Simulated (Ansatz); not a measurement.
## TiO2 (Anatase, I4_1/amd): zone-centre modes under pressure

Wanted: Grüneisen parameters and pressure coefficients of the modes of TiO2 (Anatase, I4_1/amd).

Method: DFT PBEsol, scalar-relativistic, plane waves, PAW; PAW set soft_1, in Ansatz 0.2.0.

## Step 1: The structure

The structure is tetragonal, space group I4_1/amd (No. 141). Conventional cell: a = 3.784 Å, b = 3.784 Å, c = 9.515 Å, α = 90.00°, β = 90.00°, γ = 90.00°. Nearest to O lie 3 Ti at 1.93 to 1.98 Å. Ti has 6 O at 1.93 to 1.98 Å nearest. Farther neighbours and most contacts between anions are not listed.

As a file:

```cif
data_structure
_symmetry_space_group_name_H-M 'I4_1/amd:1'
_symmetry_Int_Tables_number 141
_cell_length_a 3.7842
_cell_length_b 3.7842
_cell_length_c 9.5146
_cell_angle_alpha 90.000
_cell_angle_beta 90.000
_cell_angle_gamma 90.000
_cell_volume 136.25
loop_
_atom_site_label
_atom_site_type_symbol
_atom_site_symmetry_multiplicity
_atom_site_Wyckoff_symbol
_atom_site_fract_x
_atom_site_fract_y
_atom_site_fract_z
_atom_site_occupancy
O1 O 8 e 0.00000 0.00000 0.20810 1
Ti1 Ti 4 a 0.00000 0.00000 0.00000 1
```

## Step 2: Bringing the structure to rest

Harmonic phonons are second derivatives at a point where the forces vanish, and they are wanted at zero stress, so atoms and cell are relaxed first.

File input.yaml:

```yaml
crystal:
  lattice:
    - [-1.8921, 1.8921, 4.7573]
    - [1.8921, -1.8921, 4.7573]
    - [1.8921, 1.8921, -4.7573]
  atoms:
    - { symbol: O, position: [0.2081, 0.2081, 0.0] }
    - { symbol: O, position: [0.9581, 0.4581, 0.5] }
    - { symbol: O, position: [0.5419, 0.0419, 0.5] }
    - { symbol: O, position: [0.7919, 0.7919, 0.0] }
    - { symbol: Ti, position: [0.0, 0.0, 0.0] }
    - { symbol: Ti, position: [0.75, 0.25, 0.5] }
kpoints:
  mp_grid: { grid: [10, 10, 10] }
hamiltonian:
  xc: pbesol
  pseudopotentials: { kind: paw, azcp: { folder: soft_1 }, xc_functional: pbe }
scf:
  occupations: { method: gaussian, width: 0.02 }
output:
  forces: true
  stress: true
  eigenvalues: true
relax:
  adjacent_minimum: "off"
  f_tol: 0.005
  max_steps: 80
  cell: { stress_tol: 0.05 }
```

Command:

```console
ansatz run input.yaml --threads 8 --pin off --max-ram 16384MiB --backend cpu --events-out ev --progress --plain --runs-dir out
```

Numbers of over 12 decimals in the logs are rounded to 6 here.

The log of the run:

```text
basis.fft_grid_basis auto: the FFT boxes are laid along the combinations [[1, 0, 1], [0, 1, 1], [0, 0, 1]] of the cell's own vectors, 3.784, 3.784 and 5.458 Å long. The dense box has 27×27×40 points. Along the cell's own vectors, as sized, it would have 40×40×40, 2.19 times as many. Of the 16 symmetry operations that the crystal satisfies within crystal.symmetry.tolerance (time reversal apart; of a slab, those that k [...]
Engine: ansatz 0.2.0, aarch64-unknown-linux-gnu
Pseudopotentials: kind: paw
Pseudopotential: O, paw, valence charge 6, recommended cutoff 420 eV (normal), soft_1/O.paw.azcp
Pseudopotential: Ti, paw, valence charge 12, recommended cutoff 420 eV (normal), soft_1/Ti.paw.azcp
Functional definition: PBEsol
  exchange = pbesol_x
  correlation = pbesol_c
Crystal: 6 atoms, lattice volume = 68.125 Å³
Basis set: ecut = 420 eV, 1315 PW (Γ), FFT grids on a1+a3, a2+a3, a3, exchange–correlation on 54×54×80 points (8 copies of the dense FFT grid, shifted against one another)
Bands: 30, of which v1, the nominal top of the filled ones, is band 24 counted from 1 (23 counted from 0)
Symmetry: 16 space group operations
Space group: I41/amd (ITA 141), of the structure as read, at distance tolerance 4.1e-5 Å
k-points: 102 of 1000
Non-local potential: O, projectors of the file, l = 0: 2, l = 1: 2, l = 2: 1
Non-local potential: Ti, projectors of the file, l = 0: 3, l = 1: 2, l = 2: 3, l = 3: 1
PAW form: soft (Blöchl's): semilocal exchange-correlation on the pseudo side does not see the compensation charge
PAW frozen core: O, regenerated for the run's functional, and the local potential with it (the file was generated under x = pbe(κ = 0.804, μ = 0.219515), c = pbe(β = 0.066725))
PAW frozen core: Ti, regenerated for the run's functional, and the local potential with it (the file was generated under x = pbe(κ = 0.804, μ = 0.219515), c = pbe(β = 0.066725))
PAW one-centre angular grid: O, 110 points (default); XC on 64 Gauss nodes
PAW one-centre angular grid: Ti, 590 points (default); XC on 64 Gauss nodes
Initial density: superposition of atomic densities (chi_scale 0.1, normalization cell, long waves kept (reshape's long-wave potential 0.00 eV rms))
Initial wavefunctions: pseudopotential atomic-orbital guess
Functional: x = pbesol(κ = 0.804, μ = 0.123457), c = pbesol(β = 0.046)
SCF iter   1: F=—  HF=-7200.076479 eV  |F-HF|=—  |Δ(HF+E_count)|=         —  Δρ=5.37e-2  dr2=2.12e0  ethr=3.10e-3  ⟨swp⟩=5.5  Hψ=11030  notcnv=0
preconditioner: auto → none  [insulator: Δε(μ)=2.176 eV  Ē_g=9.753 eV  σ=0.020 eV  W_gap=1.00  n_scr=14 (ndim 8)  ℏωp=25.4 eV  f_vac=0.000  D(μ)=0.00/eV (n_scr^D=0)  ε∞_Penn≈7.8]
SCF iter   2: F=—  HF=-7199.696331 eV  |F-HF|=—  |Δ(HF+E_count)|=   3.80e-1  Δρ=2.46e-2  dr2=2.20e-1  ethr=3.10e-3  ⟨swp⟩=2.0  Hψ=5717  notcnv=0  defer=168
SCF iter   3: F=—  HF=-7199.743570 eV  |F-HF|=—  |Δ(HF+E_count)|=   4.72e-2  Δρ=6.80e-3  dr2=2.69e-2  ethr=4.58e-4  ⟨swp⟩=3.0  Hψ=4966  notcnv=0  defer=168
SCF iter   4: F=—  HF=-7199.750693 eV  |F-HF|=—  |Δ(HF+E_count)|=   7.12e-3  Δρ=7.75e-4  dr2=2.07e-4  ethr=5.61e-5  ⟨swp⟩=2.0  Hψ=4865  notcnv=0  defer=168
SCF iter   5: F=—  HF=-7199.750804 eV  |F-HF|=—  |Δ(HF+E_count)|=   1.11e-4  Δρ=1.28e-4  dr2=5.66e-6  ethr=4.31e-7  ⟨swp⟩=2.7  Hψ=5568  notcnv=0  defer=168
SCF iter   6: F=—  HF=-7199.750752 eV  |F-HF|=—  |Δ(HF+E_count)|=   5.20e-5  Δρ=2.04e-5  dr2=1.48e-7  ethr=1.18e-8  ⟨swp⟩=2.1  Hψ=4503  notcnv=0  defer=168
SCF iter   7: F=-7199.750753 eV  HF=-7199.750753 eV  |F-HF|=1.51e-9  |Δ(HF+E_count)|=   1.06e-7  Δρ=2.04e-6  dr2=1.60e-9  ethr=2.08e-10  ⟨swp⟩=9.0  Hψ=11941  notcnv=0
SCF 1 converged in 7 iterations: F = -7199.750753 eV  dr2 = 1.60e-9
  greatest PAW one-centre occupation: 0.998 electrons in one spin orbital (limit 2), on the Ti atom at site 5 (counted from 0), in its partial waves of l = 0
relax step   1: F+E_penalty+E_count = -7199.75075255 eV  Δ(F+E_penalty+E_count) = +0.000e0 eV  max|allowed force component| = 1.024e-2 eV/Å  Δτ_max = 0.0000 Å  P = -1.009 GPa  Ω = 68.125 Å³  (7 SCF iters, dr2 threshold 1.00e-7 eV, accepted)
Crystal: 6 atoms, lattice volume = 67.935 Å³
Initial density: handed on by an earlier stage of this run
Initial wavefunctions: those handed on with the density
iter 1 solved again at ethr=5.12e-7 eV; its pass at ethr=3.10e-3 eV (dr2=2.46e-4 eV) is discarded
SCF iter   1: F=—  HF=-7199.752588 eV  |F-HF|=—  |Δ(HF+E_count)|=         —  Δρ=6.47e-4  dr2=2.20e-4  ethr=5.12e-7  ⟨swp⟩=2.0  Hψ=16910  notcnv=0
preconditioner: auto → none  [insulator: Δε(μ)=2.107 eV  Ē_g=9.658 eV  σ=0.020 eV  W_gap=1.00  n_scr=14 (ndim 8)  ℏωp=25.5 eV  f_vac=0.096  D(μ)=0.00/eV (n_scr^D=0)  ε∞_Penn≈8.0]
SCF iter   2: F=—  HF=-7199.752510 eV  |F-HF|=—  |Δ(HF+E_count)|=   7.83e-5  Δρ=5.65e-4  dr2=2.08e-4  ethr=4.58e-7  ⟨swp⟩=2.0  Hψ=4692  notcnv=0
SCF iter   3: F=—  HF=-7199.752478 eV  |F-HF|=—  |Δ(HF+E_count)|=   3.22e-5  Δρ=2.00e-4  dr2=2.44e-5  ethr=4.33e-7  ⟨swp⟩=2.0  Hψ=4204  notcnv=0
SCF iter   4: F=—  HF=-7199.752475 eV  |F-HF|=—  |Δ(HF+E_count)|=   2.90e-6  Δρ=5.52e-5  dr2=1.48e-6  ethr=5.09e-8  ⟨swp⟩=2.1  Hψ=4006  notcnv=0
SCF iter   5: F=-7199.752475 eV  HF=-7199.752475 eV  |F-HF|=2.42e-8  |Δ(HF+E_count)|=   3.80e-7  Δρ=9.32e-6  dr2=2.86e-8  ethr=1.25e-9  ⟨swp⟩=5.0  Hψ=11892  notcnv=0
SCF 2 converged in 5 iterations: F = -7199.752475 eV  dr2 = 2.86e-8
relax step   2: F+E_penalty+E_count = -7199.75247512 eV  Δ(F+E_penalty+E_count) = -1.723e-3 eV  max|allowed force component| = 4.780e-3 eV/Å  Δτ_max = 0.0014 Å  P = -0.317 GPa  Ω = 67.935 Å³  energy of the carried Pulay correction = +5.050e-4 eV  (5 SCF iters, dr2 threshold 6.00e-7 eV, accepted)
Crystal: 6 atoms, lattice volume = 67.833 Å³
iter 1 solved again at ethr=2.51e-7 eV; its pass at ethr=3.10e-3 eV (dr2=1.21e-4 eV) is discarded
SCF iter   1: F=—  HF=-7199.753302 eV  |F-HF|=—  |Δ(HF+E_count)|=         —  Δρ=5.43e-4  dr2=1.29e-4  ethr=2.51e-7  ⟨swp⟩=2.6  Hψ=17635  notcnv=0
preconditioner: auto → none  [insulator: Δε(μ)=2.118 eV  Ē_g=9.672 eV  σ=0.020 eV  W_gap=1.00  n_scr=14 (ndim 8)  ℏωp=25.5 eV  f_vac=0.096  D(μ)=0.00/eV (n_scr^D=0)  ε∞_Penn≈8.0]
SCF iter   2: F=—  HF=-7199.753224 eV  |F-HF|=—  |Δ(HF+E_count)|=   7.75e-5  Δρ=3.92e-4  dr2=9.43e-5  ethr=2.51e-7  ⟨swp⟩=2.0  Hψ=4692  notcnv=0
SCF iter   3: F=—  HF=-7199.753213 eV  |F-HF|=—  |Δ(HF+E_count)|=   1.07e-5  Δρ=2.22e-4  dr2=2.87e-5  ethr=1.96e-7  ⟨swp⟩=2.0  Hψ=4580  notcnv=0
SCF iter   4: F=—  HF=-7199.753210 eV  |F-HF|=—  |Δ(HF+E_count)|=   3.62e-6  Δρ=9.43e-5  dr2=4.58e-6  ethr=5.97e-8  ⟨swp⟩=2.0  Hψ=3506  notcnv=0
SCF iter   5: F=-7199.753209 eV  HF=-7199.753209 eV  |F-HF|=9.33e-8  |Δ(HF+E_count)|=   3.53e-7  Δρ=2.05e-5  dr2=2.02e-7  ethr=1.25e-9  ⟨swp⟩=2.9  Hψ=11480  notcnv=0
SCF 3 converged in 5 iterations: F = -7199.753209 eV  dr2 = 2.02e-7
relax step   3: F+E_penalty+E_count = -7199.75320921 eV  Δ(F+E_penalty+E_count) = -7.341e-4 eV  max|allowed force component| = 5.702e-3 eV/Å  Δτ_max = 0.0020 Å  P = +0.108 GPa  Ω = 67.833 Å³  energy of the carried Pulay correction = +7.736e-4 eV  (5 SCF iters, dr2 threshold 6.00e-7 eV, accepted)
[...]
relax step   4: F+E_penalty+E_count = -7199.75324127 eV  Δ(F+E_penalty+E_count) = -3.205e-5 eV  max|allowed force component| = 1.004e-3 eV/Å  Δτ_max = 0.0013 Å  P = +0.091 GPa  Ω = 67.856 Å³  energy of the carried Pulay correction = +7.140e-4 eV  (4 SCF iters, dr2 threshold 2.39e-7 eV, accepted)
[...]
relax step   5: F+E_penalty+E_count = -7199.75315720 eV  Δ(F+E_penalty+E_count) = +8.407e-5 eV  max|allowed force component| = 3.675e-5 eV/Å  Δτ_max = 0.0008 Å  P = -0.001 GPa  Ω = 67.895 Å³  energy of the carried Pulay correction = +6.109e-4 eV  (5 SCF iters, dr2 threshold 4.92e-8 eV, accepted)
Initial wavefunctions: pseudopotential atomic-orbital guess (no wavefunctions were taken with the density)
iter 1 solved again at ethr=8.42e-8 eV; its pass at ethr=3.10e-3 eV (dr2=4.04e-5 eV) is discarded
SCF iter   1: F=—  HF=-7199.752683 eV  |F-HF|=—  |Δ(HF+E_count)|=         —  Δρ=6.31e-5  dr2=1.86e-7  ethr=8.42e-8  ⟨swp⟩=3.9  Hψ=20087  notcnv=0
preconditioner: auto → none  [insulator: Δε(μ)=2.124 eV  Ē_g=9.670 eV  σ=0.020 eV  W_gap=1.00  n_scr=14 (ndim 8)  ℏωp=25.5 eV  f_vac=0.097  D(μ)=0.00/eV (n_scr^D=0)  ε∞_Penn≈8.0]
SCF iter   2: F=—  HF=-7199.752629 eV  |F-HF|=—  |Δ(HF+E_count)|=   5.41e-5  Δρ=3.13e-5  dr2=6.66e-8  ethr=3.87e-10  ⟨swp⟩=2.0  Hψ=5503  notcnv=0
SCF iter   3: F=—  HF=-7199.752632 eV  |F-HF|=—  |Δ(HF+E_count)|=   3.31e-6  Δρ=1.70e-5  dr2=1.09e-7  ethr=1.39e-10  ⟨swp⟩=2.0  Hψ=4692  notcnv=0
SCF iter   4: F=—  HF=-7199.752632 eV  |F-HF|=—  |Δ(HF+E_count)|=   5.13e-7  Δρ=2.36e-6  dr2=1.31e-9  ethr=1.39e-10  ⟨swp⟩=2.0  Hψ=4592  notcnv=0
SCF iter   5: F=-7199.752633 eV  HF=-7199.752633 eV  |F-HF|=7.25e-10  |Δ(HF+E_count)|=   1.52e-8  Δρ=6.02e-7  dr2=4.98e-11  ethr=1.00e-12  ⟨swp⟩=3.1  Hψ=12359  notcnv=0
SCF 6 converged in 5 iterations: F = -7199.752633 eV  dr2 = 4.98e-11
relax step   6: F+E_penalty+E_count = -7199.75263250 eV  Δ(F+E_penalty+E_count) = +5.247e-4 eV  max|allowed force component| = 5.686e-5 eV/Å  Δτ_max = 0.0000 Å  P = -0.016 GPa  Ω = 67.895 Å³  stress off target by 3.69e-2 GPa  SCF on the basis re-selected at this cell (its energy is not comparable with the rows above)  (5 SCF iters)
basis re-selected at this cell: Δ(F+E_penalty+E_count) = +5.247e-4 eV, ΔP = -0.016 GPa vs the last step (what re-selecting the basis moved, of the pressure what is left beyond the Pulay correction that the steps carried, after the strain that the cell walked since its last selection, with what the two solves' SCF thresholds leave and, on support functions, any second-order correction that the steps lacked; it is no m [...]
SCF converged after 5 iterations
Free energy (F): -7199.752633 eV
Harris-Foulkes:  -7199.752633 eV  (|F-HF|=7.25e-10)
Internal energy: -7199.752633 eV  (E = F + TS)
E sigma→0 (E₀):  -7199.752633 eV
Fermi energy:    8.233306 eV
--- Per-component energies (eV) ---
  E_band       = -459.184535
  E_kinetic    = 1230.543869
  E_local      = -3670.835124  (includes V_loc(G=0)·N_el)
  E_nonlocal   = 327.220288
  E_hartree    = 1410.393514
  E_xc         = -514.597953
  E_vxc        = -654.585993  (∫ρ·V_xc dr)
  E_paw        = -2657.337039  (= ΣΔE_a)
  E_vpaw       = -512.317637  (= ΣTr[D̂ρ^β])
  E_aug_tail   = 0.002904  (compensation charges beyond the density's cutoff)
  E_ewald      = -3325.563013
  E_core_change = 0.419921  (= ΣΔE_core)
  E_smearing   = -0.000000  (= −TS)
  E_closure    = 0.000000  (closes the sum)
  Σ components = -7199.752633   (vs F -7199.752633, Δ=0.00e0)
--- Forces (eV/Å), atoms counted from 1 ---
  atom   1  O      0.00000000     0.00000000     0.00005686
  atom   2  O      0.00000000    -0.00000000     0.00005686
  atom   3  O      0.00000000     0.00000000    -0.00005686
  atom   4  O      0.00000000     0.00000000    -0.00005686
  atom   5  Ti     0.00000000     0.00000000     0.00000000
  atom   6  Ti     0.00000000     0.00000000     0.00000000
  max |Σ_I F_I| component: 4.34e-18 eV/Å
--- Stress (GPa, compression-positive) ---
       -0.036863      -0.000000       0.000000
       -0.000000      -0.036863       0.000000
       -0.000000       0.000000       0.025040
  P = ⅓ Tr σ = -0.0162 GPa (-0.162 kbar)
--- Band table (eV; the first three rows and the last of 102) ---
  k-point 0: bands = [... 20 lower, 6.4135, 6.4135, 6.7142, 6.7142, 9.2951, 10.0452, 11.2441, 11.2441, ... 2 higher]
  k-point 1: bands = [... 20 lower, 6.2042, 6.2225, 6.4366, 6.8454, 9.7366, 10.1084, 10.8196, 11.0522, ... 2 higher]
  k-point 2: bands = [... 20 lower, 5.5990, 6.0255, 6.5792, 6.9463, 10.1488, 10.3777, 10.5380, 10.8596, ... 2 higher]
  k-point 101: bands = [... 20 lower, 5.9172, 5.9172, 7.0748, 7.0748, 9.6567, 9.6567, 11.0000, 11.0000, ... 2 higher]
--- Relaxed structure (5 steps of the walk, 5 accepted, 1 SCFs on fresh bases) ---
  F+E_penalty+E_count = -7199.75263250 eV   max|allowed force component| = 5.686e-5 eV/Å   (the final SCF, on the basis selected at the relaxed cell)
  cell:  # Å, volume = 67.8947 Å³
    - [-1.885216, 1.885216, 4.775884]
    - [1.885216, -1.885216, 4.775884]
    - [1.885216, 1.885216, -4.775884]
  atoms:
    - { symbol: O, position: [0.207519, 0.207519, 0] }
    - { symbol: O, position: [0.957519, 0.457519, 0.5] }
    - { symbol: O, position: [0.542481, 0.042481, 0.500000] }
    - { symbol: O, position: [0.792481, 0.792481, 0] }
    - { symbol: Ti, position: [0, 0, 0] }
    - { symbol: Ti, position: [0.750000, 0.25, 0.5] }
```

Wall time 17 s (8 threads of Arm Neoverse N1, shared host); peak memory 0.56 GiB; 2.1 min of CPU time.

The steps of the relaxation:

| step | energy less that of the first step (eV) | largest force component (eV/Å) | pressure (GPa) | volume (Å³) |
| --- | --- | --- | --- | --- |
| 1 | 0.0000 | 0.0102 | -1.01 | 68.13 |
| 2 | -0.0017 | 0.0048 | -0.32 | 67.93 |
| 3 | -0.0025 | 0.0057 | 0.11 | 67.83 |
| 4 | -0.0025 | 0.0010 | 0.09 | 67.86 |
| 5 | -0.0024 | 0.0000 | 0.00 | 67.89 |
| 6* | -0.0019 | 0.0001 | -0.02 | 67.89 |

Relaxation steps marked * repeat the geometry before them on a plane-wave basis chosen anew for their cell, so energy and pressure can jump there.

The run keeps the 16 symmetry operations that it works with, so distortions that break them were not tested.

| conventional cell, symmetrised | before | after | change |
| --- | --- | --- | --- |
| a (Å) | 3.784 | 3.770 | -0.4 % |
| b (Å) | 3.784 | 3.770 | -0.4 % |
| c (Å) | 9.515 | 9.552 | +0.4 % |
| volume (Å³/atom) | 11.35 | 11.32 | -0.3 % |

Final coordinates:

```cif
data_structure
_symmetry_space_group_name_H-M 'P 1'
_symmetry_Int_Tables_number 1
_cell_length_a 5.4697
_cell_length_b 5.4697
_cell_length_c 5.4697
_cell_angle_alpha 139.677
_cell_angle_beta 139.677
_cell_angle_gamma 58.344
_cell_volume 67.89
loop_
_atom_site_label
_atom_site_type_symbol
_atom_site_fract_x
_atom_site_fract_y
_atom_site_fract_z
_atom_site_occupancy
O1 O 0.20752 0.20752 0.00000 1
O2 O 0.95752 0.45752 0.50000 1
O3 O 0.54248 0.04248 0.50000 1
O4 O 0.79248 0.79248 0.00000 1
Ti5 Ti 0.00000 0.00000 0.00000 1
Ti6 Ti 0.75000 0.25000 0.50000 1
```

This step gave:

| Item | Value |
| --- | --- |
| pressure | -0.01623 GPa |
| gap on the k-mesh | 2.124 eV |
| volume per atom | 11.32 Å³ |

In this step the volume went from 11.35 to 11.32 Å³/atom.

(Continued in part 2 of 4.)

[Logs are printed without paths, hosts, clocks, repeated set-up lines and the standing remarks that a program may print on its own settings, such as how far it seeks lower states.]

[Hosts, paths, dates, database ids (printed as entryN), source tags and the programs' standing remarks are cut or masked in the printed files.]
